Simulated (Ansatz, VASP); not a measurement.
# One calculation of Si, two programs

```
CELL_PARAMETERS angstrom
2.44585 0.00000 0.00000
0.00000 2.44585 0.00000
0.00000 0.00000 2.44585
ATOMIC_POSITIONS crystal
Si 0.00000 0.00000 0.00000
```

Alike in both runs: functional PBE; k mesh 15 × 15 × 15; occupations fermi-dirac, width 0.08 eV; no spin polarisation.

Ansatz relaxed the structure, and its values are those at the end. VASP's run is a single point on that final structure, the one shown.

```csv
,VASP,Ansatz
version,VASP 6.6.1,Ansatz 0.2.0
potentials or method,"VASP PAW PBE potentials, release 64 (Si), cutoff 520 eV","all-electron LAPW, scalar-relativistic"
```

VASP gave:

| Quantity | Value |
| --- | --- |
| pressure (GPa) | 12.9 |

Q: Which values does Ansatz return?

A: Pressure (GPa): 13.0.

Ansatz ran all-electron here, so the differences hold the error of VASP's frozen core and of both bases.
